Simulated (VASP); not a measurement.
# Na₈H₇: saddle point by the improved dimer method

Na₈H₇, defect, 15 atoms in the cell. PBE, improved dimer method; PAW potentials Na_pv, H (PBE set).

Path: a H atom hops into a neighbouring H vacancy; Length of the hop (Å): 3.451; Atoms free in the vibrations (from 0): 2, 4, 6, 7, 8.

## Input

INCAR.step1:
```
ALGO     = Normal         # electronic algorithm
EDIFF    = 1E-7           # SCF threshold, eV
EDIFFG   = -0.005         # ionic threshold
ENCUT    = 300            # plane-wave cutoff, eV
IBRION   = 2              # ionic algorithm
ISIF     = 2              # what is computed and relaxed
ISMEAR   = 0              # smearing method
ISYM     = 0            
KPAR     = 8            
LASPH    = True           # aspherical terms in the spheres
LCHARG   = False          # write CHGCAR
LREAL    = False          # projectors in reciprocal space
LWAVE    = False          # write WAVECAR
NELM     = 100            # most SCF steps
NSW      = 100            # ionic steps
POTIM    = 0.5            # step
PREC     = Accurate       # precision mode
SIGMA    = 0.05           # smearing width, eV
```

INCAR.step2, as INCAR.step1 but for:
```
- EDIFF = 1E-7
- EDIFFG = -0.005
+ EDIFF = 1E-6
+ EDIFFG = -0.02
```

INCAR.step3, as INCAR.step2 but for:
```
- IBRION = 2
- ISIF = 2
- NSW = 100
- POTIM = 0.5
+ IBRION = 44
+ NSW = 300
```

INCAR.step4, as INCAR.step3 but for:
```
- EDIFF = 1E-6
- EDIFFG = -0.02
- IBRION = 44
- NSW = 300
+ EDIFF = 1E-7
+ IBRION = 5
+ NFREE = 2
+ NSW = 1
+ POTIM = 0.015
```

KPOINTS:
```
k-points
0
Gamma
  3 3 3
```

POSCAR.step1:
```
Na8H7
1.0
    0.0000000000      4.8800000000      4.8800000000
    4.8800000000      0.0000000000      4.8800000000
    4.8800000000      4.8800000000      0.0000000000
Na H
8 7
Direct
    0.0000000000      0.0000000000      0.0000000000
    0.0000000000      0.0000000000      0.5000000000
    0.0000000000      0.5000000000      0.0000000000
    0.0000000000      0.5000000000      0.5000000000
    0.5000000000      0.0000000000      0.0000000000
    0.5000000000      0.0000000000      0.5000000000
    0.5000000000      0.5000000000      0.0000000000
    0.5000000000      0.5000000000      0.5000000000
    0.2500000000      0.2500000000      0.7500000000
    0.2500000000      0.7500000000      0.2500000000
    0.2500000000      0.7500000000      0.7500000000
    0.7500000000      0.2500000000      0.2500000000
    0.7500000000      0.2500000000      0.7500000000
    0.7500000000      0.7500000000      0.2500000000
    0.7500000000      0.7500000000      0.7500000000
```

POSCAR.step2:
```
Na8H7
1.0
    0.0000000000      4.8800000000      4.8800000000
    4.8800000000      0.0000000000      4.8800000000
    4.8800000000      4.8800000000      0.0000000000
Na H
8 7
Direct
    0.0000000000      0.0000000000      0.0000000000
    0.0000000000      0.0000000000      0.5000000000
    0.0000000000      0.5000000000      0.0000000000
    0.0000000000      0.5000000000      0.5000000000
    0.5000000000      0.0000000000      0.0000000000
    0.5000000000      0.0000000000      0.5000000000
    0.5000000000      0.5000000000      0.0000000000
    0.5000000000      0.5000000000      0.5000000000
    0.2500000000      0.2500000000      0.2500000000
    0.2500000000      0.7500000000      0.2500000000
    0.2500000000      0.7500000000      0.7500000000
    0.7500000000      0.2500000000      0.2500000000
    0.7500000000      0.2500000000      0.7500000000
    0.7500000000      0.7500000000      0.2500000000
    0.7500000000      0.7500000000      0.7500000000
```

POSCAR.step3:
```
Na8H7                                   
1.0
    0.0000000000      4.8800000000      4.8800000000
    4.8800000000      0.0000000000      4.8800000000
    4.8800000000      4.8800000000      0.0000000000
Na H
8 7
Direct
    0.9877561468      1.0065912315     -0.0160211495
    0.9961746732      0.9957002217      0.4860392415
    0.9549234725      0.5415310198      0.9801098961
    0.9898589395      0.5086958109      0.4926485736
    0.5440143818      0.9516617005      0.9831173104
    0.5043721870      0.9946499427      0.4853550297
    0.5012967137      0.5060442751      0.9819493156
    0.5005957690      0.5046997481      0.4838435178
    0.2554448800      0.2524855980      0.9801610024
    0.2515012246      0.7456562007      0.2334879144
    0.2536331528      0.7569339672      0.7254216643
    0.7440271406      0.2517688693      0.2365982732
    0.7622659932      0.2407512772      0.7279070350
    0.7557731160      0.7470978829      0.2359909210
    0.7484080520      0.7516989300      0.7229474643

   -0.0487484838     -0.0487486703     -0.0123643529
   -0.0487513202     -0.0487510460      0.0124375803
   -0.0363862596     -0.0363129560     -0.0000022710
   -0.0611853739     -0.0611128300      0.0000027401
   -0.0363136206     -0.0363865675     -0.0000023004
   -0.0611136899     -0.0611855850      0.0000022035
   -0.0487480026     -0.0487485825     -0.0124376309
   -0.0487510459     -0.0487509034      0.0123652377
    0.6824995559      0.6824994477     -0.0000001361
   -0.0487503278     -0.0487504187     -0.0000001945
   -0.0487502482     -0.0487503456     -0.0000001531
   -0.0487502918     -0.0487503935     -0.0000001757
   -0.0487502566     -0.0487504090     -0.0000001472
   -0.0487503096     -0.0487503621     -0.0000001833
   -0.0487503257     -0.0487503783     -0.0000002164
```

POSCAR.step4:
```
Na8H7
1.0
    0.0000000000      4.8800000000      4.8800000000
    4.8800000000      0.0000000000      4.8800000000
    4.8800000000      4.8800000000      0.0000000000
Na H
8 7
Selective dynamics
Direct
    0.0166476147      0.0170197601      0.9767227828  F F F
    0.0167875617      0.0170884513      0.4551915332  F F F
    0.9571879054      0.5403656218      0.9838092857  T T T
    0.9818148122      0.5181614554      0.4834014181  F F F
    0.5394918907      0.9574697415      0.9843729777  T T T
    0.5180693579      0.9820460031      0.4831160305  F F F
    0.4813888548      0.4810821940      0.9880068117  T T T
    0.4810909889      0.4812236485      0.5151291223  T T T
    0.2557197864      0.2561734195      0.9759606412  T T T
    0.2559097302      0.7419049105      0.2339264122  F F F
    0.2429005327      0.7622331911      0.7303312668  F F F
    0.7414618717      0.2567093493      0.2338529569  F F F
    0.7617501149      0.2435480684      0.7302839261  F F F
    0.7498974854      0.7506091372      0.2402749498  F F F
    0.7499273352      0.7503317238      0.7251758947  F F F
```

POSCAR.step5:
```
Na8H7
1.0
    0.0000000000      4.8800000000      4.8800000000
    4.8800000000      0.0000000000      4.8800000000
    4.8800000000      4.8800000000      0.0000000000
Na H
8 7
Selective dynamics
Direct
    0.9999998687      0.9999998367      0.0000002571  F F F
    0.9957478484      0.9957478315      0.5042534006  F F F
    0.9957478678      0.5042533086      0.9957477583  T T T
    0.9957471414      0.5042519105      0.5042519117  F F F
    0.5042531962      0.9957479287      0.9957478867  T T T
    0.5042520904      0.9957469255      0.5042520612  F F F
    0.5042522226      0.5042520660      0.9957469254  T T T
    0.4999999531      0.5000001436      0.5000001090  T T T
    0.2499999785      0.2500000041      0.7499999434  T T T
    0.2499999730      0.7500000022      0.2499999729  F F F
    0.2499999765      0.7500000154      0.7499999445  F F F
    0.7499999657      0.2499999945      0.2499999562  F F F
    0.7499999761      0.2499999981      0.7499999735  F F F
    0.7499999640      0.7500000241      0.2499999590  F F F
    0.7499999775      0.7500000103      0.7499999404  F F F
```

Commands (each step's output is kept before the next begins):
```
cat potpaw_PBE.64/Na_pv/POTCAR potpaw_PBE.64/H/POTCAR > POTCAR
cp INCAR.step1 INCAR
cp POSCAR.step1 POSCAR
mpirun -np 8 vasp_std > vasp.out
cp INCAR.step2 INCAR
cp POSCAR.step2 POSCAR
mpirun -np 8 vasp_std > vasp.out
# the block under the positions in POSCAR is the starting axis: the straight line between the two relaxed ends
cp INCAR.step3 INCAR
cp POSCAR.step3 POSCAR
mpirun -np 8 vasp_std > vasp.out
# POSCAR: the saddle point
cp INCAR.step4 INCAR
cp POSCAR.step4 POSCAR
mpirun -np 8 vasp_std > vasp.out
# POSCAR: the relaxed minimum
cp POSCAR.step5 POSCAR
mpirun -np 8 vasp_std > vasp.out
```

## Result

- Barrier (eV): 0.681
- Barrier with zero-point energies (eV): 0.667
- Imaginary frequency (cm⁻¹): 534
- Imaginary modes at the saddle: 1
- Attempt frequency (THz): 22.6
- Force evaluations of the dimer: 45
- Largest force left (eV/Å): 0.0161
- Ionic steps, all stages: 115
- Electronic steps, all stages: 717

Vibrations (cm⁻¹; a negative value is imaginary):

| Mode | Minimum | Saddle |
|---|---|---|
| 1 | 666 | 1314 |
| 2 | 655 | 394 |
| 3 | 597 | 269 |
| 4 | 211 | 180 |
| 5 | 184 | 175 |
| 6 | 183 | 174 |
| 7 | 182 | 159 |
| 8 | 159 | 150 |
| 9 | 158 | 140 |
| 10 | 127 | 124 |
| 11 | 126 | 120 |
| 12 | 123 | 94 |
| 13 | 113 | 92 |
| 14 | 107 | 86 |
| 15 | 106 | -534 |

Harmonic rate, classical:

| Temperature (K) | Jumps per second |
|---|---|
| 300 | 81 |
| 600 | 4.3e+07 |
| 900 | 3.5e+09 |

The cell is NaH (16 atoms) with one H atom missing.

Limits: the cell holds 15 atoms, so the vacancy or interstitial meets its own images and the barrier isn't that of a lone defect; the attempt frequency counts the hopping atom and the four atoms nearest to it, while all others are held.

VASP 6.6.1 took 871 s on 8 cores (Intel Xeon Platinum 8488C (Sapphire Rapids)), a shared host.
